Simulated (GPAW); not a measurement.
InAs: equation of state with optB88-vdW

InAs:

```
CELL_PARAMETERS angstrom
0.00000 3.01800 3.01800
3.01800 0.00000 3.01800
3.01800 3.01800 0.00000
ATOMIC_POSITIONS crystal
In 0.00000 0.00000 0.00000
As 0.25000 0.25000 0.25000
```

| Property | Result |
| --- | --- |
| Program | GPAW 26.7.0 |
| Task | equation of state |
| Functional | optB88-vdW |
| Potentials or basis | GPAW PAW data sets (gpaw-data 1.2.1) |
| Cutoff | 600 eV |
| Basis | pw |
| k mesh | 6 × 6 × 6 |
| Occupations | fermi-dirac, width 0.05 eV |
| Spin | no spin polarisation |
| Maxiter | 150 |
| older calculator (legacy_gpaw) | yes |
| Eos scales | [0.94, 0.96, 0.98, 1.0, 1.02, 1.04, 1.06] |

```yaml
Equilibrium_volume: "29.66 Å³/atom (rough: see the caveat)"
Bulk_modulus: 50 GPa (rough)
```

Energy against volume, from the lowest point:
```tsv
volume (Å³/atom)	energy (meV/atom)
25.840	97.22
26.389	68.15
26.939	44.95
27.489	26.92
28.039	13.84
28.588	5.08
29.138	0.00
```

Wall time 47 s on 1 thread of Intel(R) Xeon(R) Platinum 8488C (Sapphire Rapids), with other jobs on the host, peak memory 0.21 GiB.

Caveat: the minimum lies outside the volumes run; the PAW data sets were made with another functional, which shifts forces and pressure a little.
